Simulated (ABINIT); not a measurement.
Crystal: HfC.

```xyz
2
Lattice="0.0000 2.3250 2.3250 2.3250 0.0000 2.3250 2.3250 2.3250 0.0000" Properties=species:S:1:pos:R:3 pbc="T T T"
Hf    2.3250    2.3250    2.3250
C     0.0000    0.0000    0.0000
```

Base run:

```yaml
Program: ABINIT 10.8.3 (patched build)
Functional: LDA-PZ
Potentials_or_basis: JTH PAW LDA v2.0
Cutoff: 544 eV
k_mesh: 10 × 10 × 10
Occupations: fermi-dirac, width 0.05 eV
Spin: no spin polarisation
```

Its results: band gap on the k mesh none (metal or under the smearing width); pressure -12.0 GPa.

Question: The run is repeated on the same cell with these changes: functional from LDA-PZ to LDA; potentials or basis from JTH PAW LDA v2.0 to PseudoDojo NC SR LDA v0.4.1 standard; cutoff from 544 eV to 1116 eV. What comes out?

Answer: Band gap on the k mesh none (metal or under the smearing width); pressure -13.7 GPa.

Caveats: spin-orbit coupling is left out, which moves the levels of the heavy elements.
